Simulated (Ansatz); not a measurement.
A trial structure of KTaO3 was built thus: random cell by space group and Wyckoff sites (R-3m, No. 166). The dimensions are guesses.

```cif
data_structure
_symmetry_space_group_name_H-M 'R-3m:H'
_symmetry_Int_Tables_number 166
_cell_length_a 5.3991
_cell_length_b 5.3991
_cell_length_c 9.3250
_cell_angle_alpha 90.000
_cell_angle_beta 90.000
_cell_angle_gamma 120.000
_cell_volume 235.41
loop_
_atom_site_label
_atom_site_type_symbol
_atom_site_symmetry_multiplicity
_atom_site_Wyckoff_symbol
_atom_site_fract_x
_atom_site_fract_y
_atom_site_fract_z
_atom_site_occupancy
K1 K 3 a 0.00000 0.00000 0.00000 1
Ta1 Ta 3 b 0.33333 0.66667 0.16667 1
O1 O 9 e 0.16667 0.33333 0.33333 1
```

These are results of DFT PBE, scalar-relativistic, plane waves, PAW in Ansatz 0.2.0, not measurements. Cutoff 420 eV, Gaussian smearing, Γ-centred meshes. Cell and atoms relax first on a coarse mesh and then on a converged one. In between, the cell is made exact in the group found at 0.06 Å. The steps can't lower the symmetry of their start. No spin polarisation.

A guess keeps its type if space group and coordination stay and the shape of the cell changes little (axis ratios within about 15 %, angles within 6°); the volume may change.

Question: Does this structure survive the relaxation?

Answer: It doesn't keep its type. The symmetry goes from R-3m (No. 166) to Pm-3m (No. 221). The end has the cubic perovskite type. The volume per atom shrinks by 16.9 %, from 15.7 to 13.0 Å³. The shortest distance goes from 2.20 Å (Ta–O) to 2.01 Å (Ta–O). Counting neighbours within 15 % of an atom's shortest distance, the start has K 6, O 2, Ta 6 and the end K 12, O 2, Ta 6. In detail, at the end K has 12 O at 2.85 Å and 8 Ta at 3.49 Å; Ta is surrounded by 6 O at 2.01 Å and 8 K at 3.49 Å; O is surrounded by 2 Ta at 2.01 Å, 4 K at 2.85 Å and 8 O at 2.85 Å.

```yaml
crystal:
  lattice:
    - [4.02442, 0.00000, 0.00000]
    - [0.00000, 4.02442, 0.00000]
    - [0.00000, 0.00000, 4.02442]
  atoms:
    - { symbol: K, position: [0.00000, 0.00000, 0.00000] }
    - { symbol: Ta, position: [0.50000, 0.50000, 0.50000] }
    - { symbol: O, position: [0.50000, 0.00000, 0.50000] }
    - { symbol: O, position: [0.50000, 0.50000, 0.00000] }
    - { symbol: O, position: [0.00000, 0.50000, 0.50000] }
```

The last run used an 8×8×8 mesh for its 5-atom cell and Gaussian smearing of 0.02 eV. These runs have no spin–orbit coupling, which can matter for Ta. Symmetry constrained the relaxation, so the result can be a saddle point.
